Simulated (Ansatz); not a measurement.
SiC: levels along high-symmetry lines

```xyz
4
Lattice="3.0760 0.0000 0.0000 -1.5380 2.6639 0.0000 0.0000 0.0000 5.0480" Properties=species:S:1:pos:R:3 pbc="T T T"
Si    0.0000    1.7759    0.0000
Si    1.5380    0.8880    2.5240
C     0.0000    1.7759    1.9435
C     1.5380    0.8880    4.4675
```

Atoms are numbered in the order listed.

The geometry is COD entry 9008875, unchecked; take it as a test cell.

Theory: DFT, PBE, all-electron LAPW, scalar-relativistic in Ansatz 0.2.0.

Settings: a Γ-centred 15×15×8 k mesh, Fermi–Dirac smearing of 0.08 eV, basis error target 1 meV/atom, no spin polarisation.

Points in fractions of the reciprocal vectors of this cell: Γ (0, 0, 0), M (0.5, 0, 0), K (0.333, 0.333, 0), A (0, 0, 0.5), L (0.5, 0, 0.5), H (0.333, 0.333, 0.5). The path joins them by straight lines in the order Γ–M–K–Γ–A–L–H–A–L; legs that retrace an earlier one aren't tabulated. Energies are in eV from the top of the valence band.

Task: Metal or insulator at this level of theory?

Result: An insulator or semiconductor: gap 2.32 eV, indirect from Γ to K (0.333, 0.333, 0).

Task: Tabulate bands 14 to 20, counted from the lowest band of the run, along the path.

Result: 
| k (1/Å) | point | band 14 | band 15 | band 16 | band 17 | band 18 | band 19 | band 20 |
| --- | --- | --- | --- | --- | --- | --- | --- | --- |
| 0.00 | Γ | -1.56 | -1.56 | -0.28 | -0.28 | 0.00 | 4.62 | 6.02 |
| 0.17 |  | -2.07 | -1.71 | -0.61 | -0.33 | -0.06 | 4.95 | 6.03 |
| 0.34 |  | -3.26 | -2.09 | -1.48 | -0.50 | -0.26 | 4.92 | 6.37 |
| 0.51 |  | -4.65 | -2.61 | -2.54 | -0.75 | -0.65 | 4.24 | 6.20 |
| 0.67 |  | -5.93 | -3.83 | -2.95 | -1.26 | -1.04 | 3.57 | 5.29 |
| 0.84 |  | -6.32 | -5.01 | -3.27 | -2.04 | -1.28 | 3.04 | 4.65 |
| 1.01 |  | -6.10 | -5.73 | -3.48 | -2.85 | -1.43 | 2.70 | 4.30 |
| 1.18 | M | -6.55 | -5.43 | -3.55 | -3.26 | -1.49 | 2.59 | 4.20 |
| 1.28 |  | -6.54 | -5.41 | -3.73 | -3.26 | -1.63 | 2.84 | 4.13 |
| 1.37 |  | -6.48 | -5.36 | -4.18 | -3.27 | -2.02 | 3.50 | 3.88 |
| 1.47 |  | -6.41 | -5.36 | -4.66 | -3.31 | -2.54 | 3.48 | 4.43 |
| 1.57 |  | -6.32 | -5.69 | -4.79 | -3.38 | -3.11 | 3.03 | 5.49 |
| 1.67 |  | -6.27 | -6.18 | -4.62 | -3.63 | -3.51 | 2.66 | 6.59 |
| 1.76 |  | -6.54 | -6.31 | -4.36 | -3.99 | -3.73 | 2.41 | 7.55 |
| 1.86 | K | -6.51 | -6.51 | -4.12 | -4.04 | -4.04 | 2.32 | 7.97 |
| 2.05 |  | -6.72 | -5.71 | -4.84 | -3.76 | -3.27 | 2.64 | 7.29 |
| 2.25 |  | -6.00 | -5.66 | -4.71 | -3.02 | -2.41 | 3.45 | 6.45 |
| 2.44 |  | -5.89 | -4.95 | -3.62 | -2.16 | -1.56 | 4.55 | 5.83 |
| 2.64 |  | -4.93 | -3.74 | -2.54 | -1.34 | -0.84 | 5.50 | 5.56 |
| 2.83 |  | -3.54 | -2.56 | -1.56 | -0.72 | -0.35 | 5.55 | 5.66 |
| 3.03 |  | -2.20 | -1.79 | -0.69 | -0.36 | -0.08 | 5.05 | 5.99 |
| 3.22 | Γ | -1.56 | -1.56 | -0.28 | -0.28 | 0.00 | 4.62 | 6.02 |
| 3.31 |  | -1.54 | -1.54 | -0.30 | -0.30 | -0.16 | 4.64 | 6.14 |
| 3.40 |  | -1.50 | -1.50 | -0.59 | -0.35 | -0.35 | 4.71 | 6.46 |
| 3.49 |  | -1.44 | -1.44 | -1.21 | -0.44 | -0.44 | 4.82 | 6.58 |
| 3.58 |  | -1.95 | -1.35 | -1.35 | -0.55 | -0.55 | 4.98 | 6.67 |
| 3.67 |  | -2.77 | -1.23 | -1.23 | -0.68 | -0.68 | 5.18 | 6.34 |
| 3.76 |  | -3.61 | -1.11 | -1.11 | -0.82 | -0.82 | 5.43 | 6.01 |
| 3.84 | A | -4.46 | -0.97 | -0.97 | -0.97 | -0.97 | 5.70 | 5.70 |
| 4.01 |  | -4.42 | -1.37 | -1.37 | -1.09 | -1.09 | 5.88 | 5.88 |
| 4.18 |  | -4.39 | -2.28 | -2.28 | -1.39 | -1.39 | 5.48 | 5.48 |
| 4.35 |  | -4.72 | -2.99 | -2.99 | -1.77 | -1.77 | 4.71 | 4.71 |
| 4.52 |  | -5.74 | -3.00 | -3.00 | -2.14 | -2.14 | 4.04 | 4.04 |
| 4.69 |  | -6.96 | -2.72 | -2.72 | -2.44 | -2.44 | 3.55 | 3.55 |
| 4.86 |  | -7.99 | -2.63 | -2.63 | -2.45 | -2.45 | 3.26 | 3.26 |
| 5.02 | L | -8.46 | -2.69 | -2.69 | -2.34 | -2.34 | 3.16 | 3.16 |
| 5.12 |  | -8.43 | -2.96 | -2.96 | -2.22 | -2.22 | 3.30 | 3.30 |
| 5.22 |  | -8.37 | -3.50 | -3.50 | -2.09 | -2.09 | 3.62 | 3.62 |
| 5.32 |  | -8.27 | -4.13 | -4.13 | -1.99 | -1.99 | 3.96 | 3.96 |
| 5.41 |  | -8.15 | -4.77 | -4.77 | -1.90 | -1.90 | 4.26 | 4.26 |
| 5.51 |  | -8.03 | -5.33 | -5.33 | -1.83 | -1.83 | 4.53 | 4.53 |
| 5.61 |  | -7.95 | -5.72 | -5.72 | -1.77 | -1.77 | 4.73 | 4.73 |
| 5.70 | H | -7.94 | -5.86 | -5.86 | -1.75 | -1.75 | 4.81 | 4.81 |
| 5.90 |  | -7.78 | -5.45 | -5.45 | -1.86 | -1.86 | 4.67 | 4.67 |
| 6.09 |  | -7.10 | -4.60 | -4.60 | -2.18 | -2.18 | 4.68 | 4.68 |
| 6.29 |  | -6.06 | -3.61 | -3.61 | -2.57 | -2.57 | 4.89 | 4.89 |
| 6.48 |  | -4.97 | -3.01 | -3.01 | -2.40 | -2.40 | 5.18 | 5.18 |
| 6.68 |  | -4.41 | -2.49 | -2.49 | -1.64 | -1.64 | 5.62 | 5.62 |
| 6.87 |  | -4.42 | -1.48 | -1.48 | -1.13 | -1.13 | 5.93 | 5.93 |
| 7.07 | A | -4.46 | -0.97 | -0.97 | -0.97 | -0.97 | 5.70 | 5.70 |
